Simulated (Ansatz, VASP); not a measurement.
This is a calculation of W for Ansatz 0.2.0.

Contents of input.yaml:

```yaml
crystal:
  lattice:
    - [-1.5609593379, 1.5609593379, 1.5609593379]
    - [1.5609593379, -1.5609593379, 1.5609593379]
    - [1.5609593379, 1.5609593379, -1.5609593379]
  atoms:
    - { symbol: W, position: [0.0, 0.0, 0.0] }
hamiltonian:
  xc: lda
  pseudopotentials: { kind: paw }
kpoints:
  mp_grid: { grid: [12, 12, 12] }
scf:
  occupations: { method: fermi_dirac, width: 0.05 }
output:
  forces: true
  stress: true
  eigenvalues: true
```

Potentials or basis: Ansatz PAW.

Launch:

```sh
$ ansatz run input.yaml --threads 2 --pin off --max-ram 5632MiB --backend cpu --events-out ev --progress --plain --runs-dir out
```

Q: Set up the same calculation for VASP 6.6.1. Potentials there: VASP PAW LDA potentials, release 64 (W_sv).

A: As run (the cutoff follows the program's own potentials):

Contents of INCAR:

```
SYSTEM = W
  PREC = Accurate
  ENCUT = 520
  EDIFF = 1E-6
  ISMEAR = -1
  SIGMA = 0.05
  LREAL = .FALSE.
  LASPH = .TRUE.
  NELM = 100
  ALGO = Fast
  ISIF = 2
  LWAVE = .FALSE.
  LCHARG = .FALSE.
  NBANDS = 13
```

The input KPOINTS:

```
regular mesh
0
G
  12 12 12
  0 0 0
```

File POSCAR:

```
W
1.0
   -1.5609593379      1.5609593379      1.5609593379
    1.5609593379     -1.5609593379      1.5609593379
    1.5609593379      1.5609593379     -1.5609593379
W
1
Direct
    0.0000000000      0.0000000000      0.0000000000
```

Potentials or basis: VASP PAW LDA potentials, release 64 (W_sv).

Run with:

```bash
$ cat potpaw_LDA.64/W_sv/POTCAR > POTCAR
$ mpirun -np 1 vasp_std > vasp.out
```

Both were run:

|  | VASP | Ansatz | Ansatz less VASP |
| --- | --- | --- | --- |
| gap on the k mesh at the Fermi level (eV) | none | none | - |
| pressure (GPa) | 6.0 | 4.0 | -1.97 |

A gap of «none» marks a metal or a gap that the smearing closes.

Caveats: the PAW data sets come from PBE, with cores solved anew for the run's functional, which leaves a small shift of forces and pressure (Ansatz). Spin-orbit coupling is left out, which matters for the levels of W.
